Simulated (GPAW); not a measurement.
Runs of GPAW 26.7.0 on BaTiO3. Symmetry: P4mm, No. 99, tetragonal system. Conventional cell: a = 4.000 Å, b = 4.000 Å, c = 4.018 Å, α = 90.00°, β = 90.00°, γ = 90.00°. Ba (site symmetry 4mm) is surrounded by 12 O at 2.79 to 2.88 Å. Around Ti (site symmetry 4mm) lie 6 O at 1.89 to 2.13 Å. Around O (site symmetry 2mm) lie 2 Ti at 2.00 Å. O (site symmetry 4mm) is surrounded by 2 Ti at 1.89 to 2.13 Å. 

```csv
task,level,potentials or basis,spin,cell,k mesh,maxiter,k mesh for the Wannier functions,dis froz max,extra bands,num iter,other keys,gap on the mesh (eV),pressure (GPa),relaxed volume (Å³/atom),largest force (eV/Å)
wannier90,RPBE,"the program's PAW data sets (release 1.2.1) made for this functional, pw",off,as given,7 × 7 × 7,50,4 × 4 × 4,3,6,500,"several, not listed",1.94,(c),-,0.21
relaxation of cell and atoms,RPBE+D4,"the program's PAW data sets (release 1.2.1) made for this functional, pw",off,relaxed,4 × 4 × 4,150,-,-,-,-,-,(b),-0.1,(a),0.02
band structure,WC,"PAW data sets generated in the run's folder for this functional, pw","SOC, no magnetisation",as given,4 × 4 × 4,150,-,-,-,-,-,1.75,-2.3,-,0.31
relaxation of cell and atoms,r2SCAN+D3(BJ),"GPAW PAW data sets (gpaw-data 1.2.1), pw",off,relaxed,4 × 4 × 4,150,-,-,-,-,-,2.22,0.0,12.94,0.01
```

Alike in all rows: cutoff (eV) 800; smearing fermi-dirac 0.05 eV.

Problem. Estimate the missing entries.

Solution. (a) 13.33; (b) 1.85; (c) 8.1.

Caveats: spin-orbit coupling is left out, which moves the levels of the heavy elements (some runs); later steps reuse the first step's grids (some runs); in doubt: disentanglement not converged (some runs); the mesh misses the band edges, which the band path finds closer together (some runs); spin-orbit coupling was added after a scalar SCF, so levels and gaps hold it while energy, forces, pressure and moments don't (some runs); this program's spin-orbit splittings come out too wide for heavy elements (some runs); the PAW data sets were made with another functional, which shifts forces and pressure a little (some runs).

A k mesh can miss the band edges, and rows without SOC leave out spin-orbit coupling on Ba.
